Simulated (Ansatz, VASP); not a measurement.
# Ge in VASP and in Ansatz

```
CELL_PARAMETERS angstrom
-2.52874 2.68575 1.45586
2.52874 -2.68575 1.45586
2.52874 2.68575 -1.45586
ATOMIC_POSITIONS crystal
Ge 0.31406 0.06406 0.25000
Ge 0.68594 0.93594 0.75000
```

This isn't the form of Ge at room conditions, which is diamond.

Alike in both runs: task single point; functional PBEsol; k mesh 11 × 11 × 11; occupations fermi-dirac, width 0.05 eV; no spin polarisation.

|  | VASP | Ansatz |
| --- | --- | --- |
| version | VASP 6.6.1 | Ansatz 0.2.0 |
| potentials or method | VASP PAW PBE potentials, release 64 (Ge_d) | Ansatz PAW |
| plane-wave cutoff (eV) | 520 | 420 |
| valence electrons in the cell | 28 | 28 |

|  | VASP | Ansatz | Ansatz less VASP |
| --- | --- | --- | --- |
| gap on the k mesh at the Fermi level (eV) | none | none | - |
| pressure (GPa) | -5.0 | -4.9 | +0.09 |
| largest component of the traceless stress (GPa) | 1.01 | 1.01 | -0.001 |
| rms of the force components (eV/Å) | 0.036 | 0.035 | -0.0006 |

Atom by atom the forces differ by 0.001 eV/Å (rms over components). A gap of «none» marks a metal or a gap that the smearing closes. With one functional, cell and mesh, what is left measures potentials, basis and numerics.

Caveats: the PAW data sets were made with another functional, which shifts forces and pressure a little (VASP); the PAW data sets come from PBE, with cores solved anew for the run's functional, which leaves a small shift of forces and pressure (Ansatz).
